## When a dispersion correction makes a metal too stiff

A copper line enclosed by a stiff dielectric can't expand freely when the chip warms up. If the enclosure is taken as rigid, the pressure in the line is the bulk modulus times the suppressed relative change of volume, so a percentage error in the modulus passes straight into the stress estimate. Before such a modulus is computed, someone has to decide whether the density functional PBE gets the dispersion correction D3. It is tempting to switch it on for every material of a stack, since dispersion forces act everywhere.

GPAW 26.7.0, PBE+D3(BJ) with plane waves, for eight periodic crystals, without spin polarisation or spin-orbit coupling and with Fermi-Dirac smearing of 0.05 eV. Each computed bulk modulus comes from a fit of energy against volume at seven volumes, from 94% to 106% of that of the given cell.

| formula | space group | volume of the given cell (Å³/atom) | potentials or basis | wave cutoff (eV) | k-mesh | computed bulk modulus (GPa) | measured bulk modulus (GPa) | what was measured, and how | source | computed over measured, less one (%) |
| --- | --- | --- | --- | --- | --- | --- | --- | --- | --- | --- |
| CdTe | F-43m | 32.92 | GPAW PAW data sets (gpaw data 1.2.1) | 600 | 6x6x6 | 40.6 | 42 | B0 of zincblende phase; high-pressure XRD; powder | arXiv:2306.14539 (2023) | -3.3 |
| PbS | Fm-3m | 26.09 | GPAW PAW data sets (gpaw data 1.2.1) | 600 | 6x6x6 | 56.3 | 51 | b0 from Birch-Murnaghan EOS fit; angle-dispersive powder XRD in DAC; powder | arXiv:cond-mat/0210013 (2002) | 10.4 |
| ZnS | F-43m | 19.73 | GPAW PAW data sets (gpaw data 1.2.1) | 600 | 7x7x7 | 77 | 76.9 | B0; experimental value quoted from literature; bulk crystal | arXiv:0911.5022 (2009) | 0.1 |
| GaP | F-43m | 20.24 | GPAW PAW data sets (gpaw data 1.2.1) | 600 | 8x8x8 | 86.1 | 87.5 | zero-pressure bulk modulus, 3rd-order Birch-Murnaghan fit with K' fixed at 4.5; single-crystal XRD in diamond anvil cell; bulk crystal | arXiv:1709.06667 (2017) | -1.6 |
| Cu | Fm-3m | 11.81 | GPAW PAW data sets (gpaw data 1.2.1) | 600 | 13x13x13 | 164 | 139 | from linear fit of volume against pressure, 5 to 33 MPa; synchrotron powder XRD under pressure; powder | pmc:10161880 (2023) | 18.0 |
| BAs | F-43m | 13.63 | GPAW PAW data sets (gpaw data 1.2.1) | 800 | 8x8x8 | 140.1 | 148 | literature experimental value; not stated; bulk crystal | arXiv:1911.11281 (2019) | -5.3 |
| W | Im-3m | 15.85 | GPAW PAW data sets (gpaw data 1.2.1) | 600 | 12x12x12 | 315.3 | 307 | isotropic polycrystalline bulk modulus K, bounded above by the literature value in the fit; surface Brillouin spectroscopy; bulk crystal | arXiv:1710.07581 (2017) | 2.7 |
| Ir | Fm-3m | 14.06 | GPAW PAW data sets (gpaw data 1.2.1) | 600 | 12x12x12 | 375.8 | 339 | B0 at ambient pressure, third-order Birch-Murnaghan; high-pressure powder XRD; powder | pmc:6586894 (2019) | 10.9 |

The bulk modulus is the pressure needed per relative decrease in volume. For ZnS the computed value agrees with the measured one, and for tungsten it is 3% above. Copper comes out 18% too stiff and iridium 11%. In both, the fitted curve misses the computed energies by only a few millionths of an eV per atom, so a poor fit isn't the cause.

### Finding the culprit

D3 is an energy added to that of the density functional. It depends on which atoms are present and where they sit, but not on the electron density. In these cubic crystals the volume fixes all atomic positions. Subtracting the D3 energy at each volume therefore leaves the plain PBE curve of energy against volume, and no new calculation is needed.

For copper, the subtraction lowers the modulus by 26 GPa, while the excess over the measured value is 25 GPa. D3 is thus as large as the whole error. The near-perfect match of plain PBE should not be read too closely, since the measured value includes thermal motion and the computed one doesn't. For iridium it accounts for 25 of the 37 GPa. What remains there, about 3% of the measured modulus, is too small to assign, because spin-orbit coupling is left out and the reference is a single measurement.

The volume alone would not have given iridium away. Its energy minimum lies within half a percent of the volume of the given cell, which looks like success. The subtraction shows that D3 brought it there by shrinking the crystal by about 2%, and at this good volume the modulus is still too large. A correction that mends the volume can thus spoil the modulus, so the modulus itself has to be compared with and without it.

### Why an attraction stiffens a crystal

An extra attraction does two opposite things to the modulus. A progressive spring, one that becomes stiffer as it is compressed, shows the first. Put a weight on it and it settles at a shorter length, where it resists a further push more strongly. In the same way D3 pulls the atoms closer together, into a region where their repulsion rises more steeply.

The analogy ends with the second effect. A weight presses equally hard at every length, whereas the D3 attraction grows as the atoms approach. It helps any further compression along, and this makes the crystal softer. The net result depends on which effect is larger.

Both can be estimated from the curve. Over the volumes computed here, the D3 energy follows roughly −V⁻ⁿ, where V is the volume per atom and n is close to 1. A pure r⁻⁶ attraction would give n = 2, but D3 weakens its attraction at short distances, which is expected to lower n. Its slope acts as an inward pressure P = n|E|/V, with E the D3 energy per atom. Its curvature lowers the modulus at fixed volume by (n + 1)P.

The contraction raises the modulus by about B′P, where B′ is the increase of the modulus per unit of applied pressure. Together this gives

change of modulus ≈ (B′ − n − 1) P.

With n near 1, the attraction stiffens a crystal whenever B′ exceeds about 2. In these eight crystals B′ lies between roughly 4 and 5, so D3 stiffens every one of them.

Copper shows the sizes. At its energy minimum the D3 energy is about −0.60 eV per atom, the volume 11.4 Å³ per atom and n = 1.04. The pull is then 1.04 × 0.60 / 11.4 ≈ 0.055 eV/Å³, or 8.8 GPa. With B′ = 5.16, contraction adds about 45 GPa and the softening removes about 18 GPa, which leaves a gain of 27 GPa.

The direct subtraction gave 26 GPa. The model takes n and B′ from each crystal's own curve and adjusts no constant to the moduli. For the three metals it stays within 2 GPa of the subtraction and comes out slightly high. Both rest on the same curves, so the agreement shows only that a first-order estimate is good enough here. What the model adds is the split into two opposing effects. The output after the text lists both results for each crystal.

### Why copper suffers most

The pull is much the same in the three metals, between 7 and 9 GPa. What differs is how each metal responds. Copper and iridium gain nearly the same number of gigapascals, but copper has less than half the modulus of iridium, so its relative error is larger.

Tungsten and iridium both shrink by a little over 2%. Tungsten has the smaller B′, about 3.8 against 5.1, so the same contraction stiffens it less. Its modulus rises by only 4%, and it lies within 3% of the measured value with or without D3. Its good agreement is therefore no evidence that D3 suits metals.

This gives a way to judge a neighbouring metal. If the pull is similar, the relative effect of D3 is large where the modulus is low and B′ is high. A stiff metal with a small B′ can hide a pull of similar strength.

### Why the pull can be too strong in a metal

In copper the volume tells the same story as the modulus. With D3 the energy minimum lies about 3% below the volume of the given cell, without it about 2% above, so, measured against that cell, the pull overshoots. The cell comes from a database, and a crystal without thermal expansion is expected to be somewhat smaller, which makes this sign weaker than the modulus. In iridium the two disagree: the volume speaks for the pull, the modulus against it. The subtraction doesn't show why a pull comes out too strong, but the likely reasons lie in how the correction is built. D3 adds up attractions between pairs of atoms. The strength of each pair is taken from small reference systems and adjusted to the number of neighbours. In a metal, mobile conduction electrons screen the fluctuating dipoles from which dispersion arises, and a sum over pairs with such strengths doesn't contain this screening.

There is a second reason. At the distance of nearest neighbours, PBE already describes much of the attraction between metal atoms, and D3 can count part of it again. The damping built into D3 is meant to limit this overlap. These calculations can't tell how much of the excess pull comes from missing screening and how much from double counting.

### The same correction in semiconductors

It would be wrong to conclude that D3 should always be switched off. In the four zincblende crystals, CdTe, ZnS, GaP and BAs, it raises the modulus too, but there plain PBE starts too low. Without D3 they are 9 to 16% softer than measured; with it, all are within about 5%. PBE is known to make the bonds of such semiconductors somewhat too long, and longer bonds are softer.

The sizes for the compounds rest on a reading of the raw data. These give total energies in eV per atom but D3 energies in eV, that is for the cell of two atoms, so the D3 energies were halved. Their size fits this reading. Taken per atom, the −0.66 eV of BAs would exceed the −0.58 eV of copper, which is not expected for a more open crystal with four neighbours per atom, half of them light boron. For CdTe the value without D3 is also an extrapolation, since its minimum then lies beyond the largest volume computed.

ZnS shows what a perfect match can hide. Its computed and measured moduli agree to 0.1%, yet D3 contributes about 7 GPa of the computed value. The agreement is a balance between a functional that binds too weakly and a correction that adds attraction. Part of that attraction may be real dispersion between polarisable atoms, but the modulus alone can't show how much.

Lead sulfide doesn't follow the zincblende crystals. It is 10% too stiff with D3 and still about 4% too stiff without it, so D3 supplies about 3 of the 5 GPa of excess and worsens the agreement, although the crystal is a semiconductor. The last PbS line of the output doubles the first-order model for a D3 energy read per atom and should not be relied on. Spin-orbit coupling, which matters for lead, is missing and the reference is a single measurement, so this row is a weaker case against D3 than copper.

### What to do with a new material

The model gives a warning before any measurement is at hand. Divide (B′ − n − 1)P by the computed modulus. For copper this gives 17% and for ZnS about 9%, so in both the choice of correction matters more than an error of a few percent. The ratio tells how much depends on D3, but not whether D3 is right: copper is spoiled by it and ZnS is improved.

That verdict needs a measured modulus. The kind of bonding gives only a hint: tungsten is a metal too, and there the choice hardly matters. For the modulus of the copper line, plain PBE is the better choice. For the modulus of iridium the listed measurement points the same way, but less firmly: a measured value about 7% higher would leave the two choices equally good. Its volume favours D3, which brings it closer to that of the database cell. For the modulus of tungsten either will do. For the zincblende semiconductors D3 brings the modulus closer to experiment. Where the two choices differ from experiment by only a few percent, the smaller error doesn't prove the better method. The calculation describes a crystal without thermal motion, and warming can soften a real one by a similar amount.

Printed output of the fit:

```
Bulk modulus with and without D3, D3 energy of compounds halved:
   row  with_GPa  without_GPa  change_GPa  error_with_pct  error_without_pct  volume_change_by_D3_pct
  CdTe      40.6        35.12       5.479            -3.3             -16.38                   -4.622
   PbS      56.3        53.06       3.237            10.4              4.045                   -3.768
   ZnS        77        70.17       6.827             0.1             -8.748                   -3.708
   GaP      86.1        79.16       6.941            -1.6             -9.533                   -3.062
    Cu       164        138.2       25.76              18             -0.544                   -5.412
   BAs     140.1        132.5       7.587            -5.3             -10.46                   -2.801
     W     315.3        302.6       12.74             2.7             -1.446                    -2.34
    Ir     375.8        350.7       25.15            10.9              3.437                   -2.362
Model of the D3 effect:
   row  exponent_n  inward_pull_GPa  gain_by_contraction_GPa  loss_at_fixed_volume_GPa  net_change_GPa  net_share_of_modulus_pct
  CdTe       1.167            1.845                    8.895                     3.997           4.898                     12.06
   PbS       1.006            2.157                    8.312                     4.328           3.985                     7.077
   ZnS       1.109             2.86                    12.59                     6.031           6.562                     8.522
   GaP        1.09            2.615                       12                     5.468           6.528                     7.581
    Cu       1.041            8.792                    45.38                     17.94           27.44                     16.73
   BAs      0.9955            3.887                    16.34                     7.756           8.587                     6.129
     W       1.035            7.353                    27.95                     14.97           12.98                     4.117
    Ir       1.041            8.711                    44.15                     17.78           26.37                     7.017
Control, largest miss of the procedure on the curve with D3 (%): 0.5792
Cu, computed less measured modulus (GPa): 25
Ir, computed less measured modulus (GPa): 36.8
Metals, mean size of error with D3 (%): 10.53
Metals, mean size of error without D3 (%): 1.809
Zincblende rows, mean size of error with D3 (%): 2.575
Zincblende rows, mean size of error without D3 (%): 11.28
PbS, error without D3 if its D3 energy is per atom, by the model (%): -5.234
Metals, largest miss of the model's net change against the subtraction (GPa): 1.684
```
